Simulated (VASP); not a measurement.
The system is SnS.

```xyz
8
Lattice="11.2000 0.0000 0.0000 0.0000 3.9870 0.0000 0.0000 0.0000 4.3340" Properties=species:S:1:pos:R:3 pbc="T T T"
Sn    1.3373    0.9968    0.5192
Sn    4.2627    2.9903    2.6862
Sn    6.9373    0.9968    1.6478
Sn    9.8627    2.9903    3.8148
S     9.5290    0.9968    2.0773
S     7.2710    2.9903    4.2443
S     3.9290    0.9968    0.0897
S     1.6710    2.9903    2.2567
```

* Program: VASP 6.6.1
* Task: relaxation of cell and atoms
* Functional: PBEsol
* Potentials or basis: VASP PAW PBE potentials, release 64 (Sn_d, S)
* Cutoff: 600 eV
* k mesh: 4 × 8 × 6
* Occupations: gaussian, width 0.03 eV
* Spin: no spin polarisation

At the start: pressure -0.8 GPa; volume 24.19 Å³/atom.

**Question.** Where does the relaxation end?

**Answer.** Over 17 steps the energy falls by 3.3 meV/atom and the volume is 23.42 Å³/atom (-3.2 %); space group Pnma (No. 62, to 0.05 Å).

Step by step:
```csv
step,energy change (eV),largest force (eV/Å),pressure (GPa),volume (Å³)
1,0.0000,0.0741,-0.79,193.53
2,-0.0097,0.1417,0.13,190.21
3,-0.0097,0.1445,0.17,190.10
4,-0.0166,0.0946,0.11,189.32
5,-0.0225,0.0337,0.02,187.85
6,-0.0226,0.0383,0.03,187.65
7,-0.0247,0.0292,-0.04,187.49
8,-0.0246,0.0292,-0.03,187.48
9,-0.0254,0.0155,0.05,187.24
10,-0.0255,0.0152,0.09,187.09
11,-0.0257,0.0241,-0.09,187.58
12,-0.0258,0.0208,-0.02,187.43
13,-0.0258,0.0204,-0.05,187.45
14,-0.0259,0.0183,-0.02,187.43
15,-0.0260,0.0166,-0.01,187.41
16,-0.0262,0.0091,0.02,187.33
17,-0.0262,0.0094,-0.01,187.35
```

Final structure:
```xyz
8
Lattice="11.0830 0.0000 0.0000 0.0000 3.9845 0.0000 0.0000 0.0000 4.2425" Properties=species:S:1:pos:R:3 pbc="T T T"
Sn    1.3112    0.9961    0.4812
Sn    4.2303    2.9883    2.6024
Sn    6.8527    0.9961    1.6401
Sn    9.7718    2.9883    3.7613
S     9.4592    0.9961    2.0070
S     7.1652    2.9883    4.1283
S     3.9177    0.9961    0.1142
S     1.6238    2.9883    2.2355
```

Caveat: the PAW data sets were made with another functional, which shifts forces and pressure a little.
